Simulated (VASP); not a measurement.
Input of a VASP 6.6.1 run:

INCAR

```
SYSTEM = Co
PREC = Accurate
ENCUT = 520
EDIFF = 1E-6
ISMEAR = -1
SIGMA = 0.05
LREAL = .FALSE.
LASPH = .TRUE.
NELM = 150
ALGO = Fast
ISIF = 2
LWAVE = .FALSE.
LCHARG = .FALSE.
ISPIN = 2
MAGMOM = 2 2 2 2 2
LORBIT = 11
LMAXMIX = 4
LDIPOL = .TRUE.
IDIPOL = 3
DIPOL = 0.5 0.5 0.499
GGA = PS
IBRION = 2
NSW = 60
EDIFFG = -0.005
```

File KPOINTS:

```
Automatic mesh
0
G
  9 9 1
  0 0 0
```

Contents of POSCAR:

```
Co
1.0
    2.4873648738      0.0000000000      0.0000000000
   -1.2436824369      2.1541211692      0.0000000000
    0.0000000000      0.0000000000     23.1265790068
Co
5
Selective dynamics
Direct
    0.6666666700      0.3333333400      0.3243021805  F F F
    0.3333333300      0.6666666600      0.4086859779  F F F
    0.6666666700      0.3333333400      0.5000000000  T T T
    0.3333333300      0.6666666600      0.5843837973  T T T
    0.6666666700      0.3333333400      0.6756978195  T T T
```

Potentials or basis: VASP PAW PBE potentials, release 64 (Co).

Run with:

```console
$ cat potpaw_PBE.64/Co/POTCAR > POTCAR
$ mpirun -np 1 vasp_std > vasp.out
```

Q: What does it give for the band gap on the k mesh?

A: None (metal or under the smearing width).

Q: What does it give for the energy gained by relaxing?

A: 30.6 meV/atom.

Q: Predict the site moments.

A: Co +1.68, +1.58, +1.50, +1.57, +1.67 μB.

Q: What does it give for the net moment?

A: 7.94 μB per cell.

Step by step:
| step | energy change (eV) | largest force (eV/Å) | pressure (GPa) |
| --- | --- | --- | --- |
| 1 | 0.0000 | 0.8942 | -6.47 |
| 2 | -0.0663 | 0.6872 | -6.33 |
| 3 | -0.0926 | 0.3351 | -5.82 |
| 4 | -0.0929 | 0.3307 | -5.89 |
| 5 | -0.1015 | 0.3324 | -5.70 |
| 6 | -0.1184 | 0.3517 | -5.09 |
| 7 | -0.1058 | 0.5973 | -3.66 |
| 8 | -0.1215 | 0.3934 | -4.71 |
| 9 | -0.1289 | 0.3402 | -4.64 |
| 10 | -0.1390 | 0.3750 | -4.46 |
| 11 | -0.1402 | 0.4158 | -4.35 |
| 12 | -0.1489 | 0.3113 | -4.18 |
| 13 | -0.1525 | 0.2911 | -3.95 |
| 14 | -0.1530 | 0.2848 | -3.89 |
| 15 | -0.1530 | 0.2856 | -3.88 |
| 16 | -0.1531 | 0.2863 | -3.88 |
| 17 | -0.1531 | 0.2869 | -3.87 |
| 18 | -0.1531 | 0.2864 | -3.86 |
| 19 | -0.1531 | 0.2859 | -3.83 |
| 20 | -0.1531 | 0.2853 | -3.83 |
| 21 | -0.1531 | 0.2850 | -3.82 |

Caveat: the PAW data sets were made with another functional, which shifts forces and pressure a little.
